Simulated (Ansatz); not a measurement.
CdSe (Cadmoselite):

```
Cd Se
1.0
     4.30000    0.00000    0.00000
    -2.15000    3.72391    0.00000
     0.00000    0.00000    7.02000
Cd Se
2 2
Direct
  0.66667 0.33333 0.50000
  0.33333 0.66667 0.00000
  0.66667 0.33333 0.88500
  0.33333 0.66667 0.38500
```

| Quantity | Value |
| --- | --- |
| Program | Ansatz 0.2.0 |
| Task | relaxation of cell and atoms |
| Functional | revPBE |
| Dispersion | D3(BJ) |
| Potentials or basis | Ansatz PAW |
| Cutoff | 420 eV (not typed: the program's choice for these potentials) |
| k mesh | 7 × 7 × 4 |
| Occupations | fermi-dirac, width 0.05 eV |
| Spin | no spin polarisation |

At the start: volume 28.10 Å³/atom.

Question: Where does the relaxation end?

Answer: It ends after 5 steps and the volume is 28.25 Å³/atom (+0.5 %); space group P6_3mc (No. 186, to 0.05 Å).

Step by step:
| step | energy change (eV) | largest force (eV/Å) | volume (Å³) |
| --- | --- | --- | --- |
| 1 | 0.0000 | 0.2890 | 112.41 |
| 2 | -0.0194 | 0.0299 | 112.89 |
| 3 | -0.0208 | 0.0058 | 113.11 |
| 4 | -0.0209 | 0.0004 | 112.98 |
| 5 | -0.0210 | 0.0004 | 112.98 |

Final structure:
```yaml
crystal:
  lattice:
    - [4.30442, 0.00000, 0.00000]
    - [-2.15221, 3.72773, 0.00000]
    - [0.00000, 0.00000, 7.04143]
  atoms:
    - { symbol: Cd, position: [0.66667, 0.33333, 0.50503] }
    - { symbol: Cd, position: [0.33333, 0.66667, 0.00503] }
    - { symbol: Se, position: [0.66667, 0.33333, 0.87997] }
    - { symbol: Se, position: [0.33333, 0.66667, 0.37997] }
```

Caveat: the plane-wave basis is chosen anew once the cell has moved, so the energies of steps on either side of that aren't comparable; the PAW data sets come from PBE, with cores solved anew for the run's functional, which leaves a small shift of forces and pressure.
